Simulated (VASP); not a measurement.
# ZrS2 in VASP: further runs

The runs below take ZrS2 through single point, with LDA, PBE.

Everything below comes from runs of VASP 6.6.1. Logs are shortened: lines on timing, memory, paths and dates and some standing lists are left out, and cuts for length are marked.

### Step 1. Starting point

The cell holds a slab with vacuum, 3 atoms: a = 3.691 Å, b = 3.691 Å, c = 14.874 Å, α = 90.00°, β = 90.00°, γ = 120.00°.

### Step 2. Single point, LDA

Contents of INCAR:

```
PREC = Accurate
ENCUT = 400
EDIFF = 0.001
ISMEAR = 0
SIGMA = 0.05
LREAL = False
LASPH = True
NELM = 120
ALGO = Normal
ISIF = 2
LWAVE = False
LCHARG = False
LDIPOL = True
IDIPOL = 3
DIPOL = 0.5 0.5 0.500
NBANDS = 23
LVHAR = True
LVACPOTAV = True
```

Contents of KPOINTS:

```
regular mesh
0
Gamma
  7 7 1
```

Contents of POSCAR:

```
ZrS2
1.0
    3.6913825500      0.0000000000      0.0000000000
   -1.8456912700      3.1968310600      0.0000000000
    0.0000000000      0.0000000000     14.8744649004
S Zr
2 1
Direct
    0.6666666667      0.3333333333      0.4033758552
    0.3333333333      0.6666666667      0.5966241448
    0.0000000000      0.0000000000      0.5000000000
```

Potentials or basis: VASP PAW LDA potentials, release 64 (S, Zr_sv).

Launch:

```sh
cat potpaw_LDA.64/S/POTCAR potpaw_LDA.64/Zr_sv/POTCAR > POTCAR
mpirun -np 1 vasp_std > vasp.out
```

OUTCAR:

```text
PREC = Accurate
   ENCUT = 400
   EDIFF = 0.001
   ISMEAR = 0
   LREAL = False
   LASPH = True
   NELM = 120
   ISIF = 2

 Found      8 irreducible k-points:

 Following reciprocal coordinates:
            Coordinates               Weight
  0.000000  0.000000  0.000000      1.000000
  0.142857  0.000000  0.000000      6.000000
  0.285714  0.000000  0.000000      6.000000
  0.428571  0.000000  0.000000      6.000000
  0.142857  0.142857  0.000000      6.000000
  0.285714  0.142857  0.000000     12.000000
   k-points           NKPTS =      8   k-points in BZ     NKDIM =      8   number of bands    NBANDS=     23
   number of dos      NEDOS =    301   number of ions     NIONS =      3
   total plane-waves  NPLWV =  56448
   dimension x,y,z NGX =    24 NGY =   24 NGZ =   98
   dimension x,y,z NGXF=    48 NGYF=   48 NGZF=  196
   ions per type =               2   1
   NGX,Y,Z   is equivalent  to a cutoff of  10.81, 10.81, 10.95 a.u.
   NGXF,Y,Z  is equivalent  to a cutoff of  21.62, 21.62, 21.91 a.u.
 SYSTEM =  unknown system
   PREC   = accura    normal or accurate (medium, high low for compatibility)
   ISTART =      0    job   : 0-new  1-cont  2-samecut
   ICHARG =      2    charge: 1-file 2-atom 10-const
   ISPIN  =      1    spin polarized calculation?
   LNONCOLLINEAR =      F non collinear calculations
   LSORBIT =      F    spin-orbit coupling
   LASPH  =      T    aspherical Exc in radial PAW
   ENCUT  =  400.0 eV  29.40 Ry    5.42 a.u.   6.02  6.02 24.26*2*pi/ulx,y,z
   NELM   =    120;   NELMIN=  2; NELMDL= -5     # of ELM steps
   EDIFF  = 0.1E-02   stopping-criterion for ELM
   LREAL  =      F    real-space projection
   EDIFFG = 0.1E-01   stopping-criterion for IOM
   NSW    =      0    number of steps for IOM
   IBRION =     -1    ionic relax: 0-MD 1-quasi-New 2-CG
   NFREE  =      0    steps in history (QN), initial steepest desc. (CG)
   ISIF   =      2    stress and relaxation
   ISYM   =      2    0-nonsym 1-usesym 2-fastsym
   POTIM  = 0.5000    time-step for ionic-motion
   TEBEG  =    0.0;   TEEND  =   0.0 temperature during run
   PSTRESS=    0.0 pullay stress
   NELECT =      24.0000    total number of electrons
   NUPDOWN=      -1.0000    fix difference up-down
   EMIN   =  10.00;   EMAX   =-10.00  energy-range for DOS
   EFERMI =   0.00;   METHOD = LEGACY
   ISMEAR =     0;   SIGMA  =   0.05  broadening in eV -4-tet -1-fermi 0-gaus
   EFERMI_NEDOS =   21; number of points for ismear=-14 and -15
   IALGO  =     38    algorithm
   IMIX   =      4    mixing-type and parameters
     AMIX     =   0.40;   BMIX     =  1.00
     AMIX_MAG =   1.60;   BMIX_MAG =  1.00
  volume/ion in A,a.u.               =      58.51       394.84
  Fermi-wavevector in a.u.,A,eV,Ry     =   0.843390  1.593776  9.677920  0.711307
  Thomas-Fermi vector in A             =   1.958250
   LORBIT       =      0    0 simple, 1 ext, 2 COOP (PROOUT), +10 PAW based schemes
   GGA     = CA    functional components
   LHFCALC =     F    Hartree Fock is set to
   AEXX    =    0.0000 exact exchange contribution
   IVDW    =     0    specifies the selected vdW correction
   LEPSILON=     F    determine dielectric tensor
   LRPA    =     F    only Hartree local field effects (RPA)
 non-spin polarized calculation
 Gauss-broadening in eV      SIGMA  =   0.05
  energy-cutoff  :      400.00
  volume of cell :      175.53
 maximum number of plane-waves:      3222
   NGX = 13   NGY = 13   NGZ = 49

 dipolmoment           0.000000      0.000000      0.000000 electrons x Angstroem

 number of electron      24.0000003 magnetization

 dipolmoment           0.000000      0.000000     -0.000000 electrons x Angstroem

 Free energy of the ion-electron system (eV)
  ---------------------------------------------------
  ext. energy  EPLUGINS =         0.00000000
  ---------------------------------------------------
  free energy    TOTEN  =       -23.19384327 eV

  energy without entropy =      -23.19384327  energy(sigma->0) =      -23.19384327

 E-fermi :  -2.1833     XC(G=0):  -4.7502

 val. band max:       -2.4708878774   @ k =   0.0000   0.0000   0.0000
 cond. band min:      -1.3143228386   @ k =   0.4286   0.0000   0.0000
 fundamental gap:      1.1565650387
 Fermi energy:        -2.1833071268

 k-point     1 :       0.0000    0.0000    0.0000
  band No.  band energies     occupation
      1     -51.0563      2.00000
      2     -29.2738      2.00000
      3     -29.1256      2.00000
      4     -29.1256      2.00000
      5     -14.7701      2.00000
      6     -13.5911      2.00000
      7      -6.1545      2.00000
      8      -5.1186      2.00000
      9      -5.1186      2.00000
     10      -3.2585      2.00000
     11      -2.4709      2.00000
     12      -2.4709      2.00000
     13      -0.8906      0.00000
     14      -0.8906      0.00000
     15       0.0921      0.00000
     16       2.7880      0.00000
     17       2.7880      0.00000
     18       2.9155      0.00000
     19       3.5706      0.00000
     20       3.8835      0.00000
     21       4.1359      0.00000
     22       6.2149      0.00000
     23       6.9407      0.00000

 k-point     2 :       0.1429    0.0000    0.0000
  band No.  band energies     occupation
      1     -51.0530      2.00000
      2     -29.2636      2.00000
      3     -29.1743      2.00000
      4     -29.1361      2.00000
      5     -14.5702      2.00000
      6     -13.6241      2.00000
      7      -5.9110      2.00000
      8      -5.4359      2.00000
      9      -4.9985      2.00000
     10      -3.5944      2.00000
     11      -2.9472      2.00000
     12      -2.8965      2.00000
     13      -0.8226      0.00000
     14      -0.2947      0.00000
     15       0.3696      0.00000
     16       2.0497      0.00000
     17       2.6743      0.00000
     18       3.4479      0.00000
     19       4.1913      0.00000
     20       4.5607      0.00000
     21       4.8663      0.00000
     22       6.3592      0.00000
     23       6.8982      0.00000

 k-point     3 :       0.2857    0.0000    0.0000
  band No.  band energies     occupation
      1     -51.0453      2.00000
      2     -29.2825      2.00000
      3     -29.2393      2.00000
      4     -29.1594      2.00000
      5     -14.1185      2.00000
      6     -13.6655      2.00000
      7      -5.8763      2.00000
      8      -5.3804      2.00000
      9      -4.8703      2.00000
     10      -4.8261      2.00000
     11      -3.4009      2.00000
     12      -2.9783      2.00000
     13      -1.0998      0.00000
     14       0.4164      0.00000
     15       0.7921      0.00000
     16       2.2457      0.00000
     17       2.7540      0.00000
     18       4.3285      0.00000
     19       4.7644      0.00000
     20       5.3850      0.00000
     21       5.8620      0.00000
     22       6.2021      0.00000
     23       7.4061      0.00000

 k-point     4 :       0.4286    0.0000    0.0000
  band No.  band energies     occupation
      1     -51.0392      2.00000
      2     -29.3661      2.00000
      3     -29.2207      2.00000
      4     -29.1780      2.00000
      5     -13.9293      2.00000
      6     -13.4716      2.00000
      7      -6.5653      2.00000
      8      -5.2870      2.00000
      9      -4.8467      2.00000
     10      -4.6015      2.00000
     11      -3.5312      2.00000
     12      -3.4250      2.00000
     13      -1.3143      0.00000
     14       0.7396      0.00000
     15       1.0193      0.00000
     16       3.0678      0.00000
     17       3.5247      0.00000
     18       3.9307      0.00000
     19       4.7099      0.00000
     20       5.9452      0.00000
     21       6.2656      0.00000
     22       7.2482      0.00000
     23       7.4272      0.00000

 k-point     5 :       0.1429    0.1429    0.0000
  band No.  band energies     occupation
      1     -51.0474      2.00000
      2     -29.2469      2.00000
      3     -29.2450      2.00000
      4     -29.1599      2.00000
      5     -14.2319      2.00000
      6     -13.6727      2.00000
      7      -5.6546      2.00000
      8      -5.5185      2.00000
      9      -5.0473      2.00000
     10      -4.3273      2.00000
     11      -3.7358      2.00000
     12      -2.8052      2.00000
     13      -0.4693      0.00000
     14      -0.2477      0.00000
     15       0.8253      0.00000
     16       2.1831      0.00000
     17       2.2492      0.00000
     18       4.1949      0.00000
     19       4.8292      0.00000
     20       5.5255      0.00000
     21       6.0416      0.00000
     22       6.5588      0.00000
     23       6.7984      0.00000

 k-point     6 :       0.2857    0.1429    0.0000
  band No.  band energies     occupation
      1     -51.0405      2.00000
      2     -29.3265      2.00000
      3     -29.2260      2.00000
      4     -29.1948      2.00000
      5     -13.8586      2.00000
      6     -13.6401      2.00000
      7      -6.0512      2.00000
      8      -5.5560      2.00000
      9      -4.8042      2.00000
     10      -4.5946      2.00000
     11      -4.0778      2.00000
     12      -3.2848      2.00000
     13      -0.6734      0.00000
     14       0.3267      0.00000
     15       0.9820      0.00000
     16       2.2767      0.00000
     17       3.2223      0.00000
     18       4.9370      0.00000
     19       5.4178      0.00000
     20       5.5877      0.00000
     21       6.3303      0.00000
     22       6.8226      0.00000
     23       7.5323      0.00000

 [... further k-points ...]
[... 5 lines left out ...]
  --------------------------------------------------------------------------------------
  -------------------------------------------------------------------------------------
  Total       -2.1197497     -2.1197497     -0.9565395     -0.0000000      0.0000000     -0.0000000
  in kB      -19.3484006    -19.3484005     -8.7309884     -0.0000000      0.0000000     -0.0000000
  external PRESSURE =     -15.8092632 kB  Pullay stress =       0.0000000 kB

 VOLUME and BASIS-vectors are now :
 -----------------------------------------------------------------------------
  energy-cutoff  :      400.00
  volume of cell :      175.53
      direct lattice vectors                 reciprocal lattice vectors
     3.691382550  0.000000000  0.000000000     0.270901210  0.156404886  0.000000000
    -1.845691270  3.196831060  0.000000000     0.000000000  0.312809774  0.000000000
     0.000000000  0.000000000 14.874464900     0.000000000  0.000000000  0.067229309

 POSITION                                       TOTAL-FORCE (eV/Angst)
 -----------------------------------------------------------------------------------
      1.84569      1.06561      6.00000        -0.000000      0.000000      0.398142
      0.00000      2.13122      8.87446         0.000000     -0.000000     -0.398142
      0.00000      0.00000      7.43723         0.000000      0.000000      0.000000
 -----------------------------------------------------------------------------------
    total drift:                                0.000000     -0.000000     -0.000000

  FREE ENERGIE OF THE ION-ELECTRON SYSTEM (eV)
  ---------------------------------------------------
  free  energy   TOTEN  =       -23.1938432680 eV

  energy  without entropy=      -23.1938432680  energy(sigma->0) =      -23.19384327

 vacuum level on the upper side and lower side of the slab         4.307         4.307
```

Run time: 6.1 s. Hardware: 1 thread of Intel Xeon 6975P-C (Granite Rapids), shared host; peak memory 0.18 GiB.

These settings aren't checked as converged: the numbers below hold their error.

Results:

```yaml
Free_energy: -23.1938 eV
Largest_force: 0.398 eV/Å
Band_gap_on_the_k_mesh: 1.16 eV, indirect (least direct gap 1.58 eV)
Ionisation_potential_of_the_upper_face: 6.78 eV
```

[end of part 1 of 2]
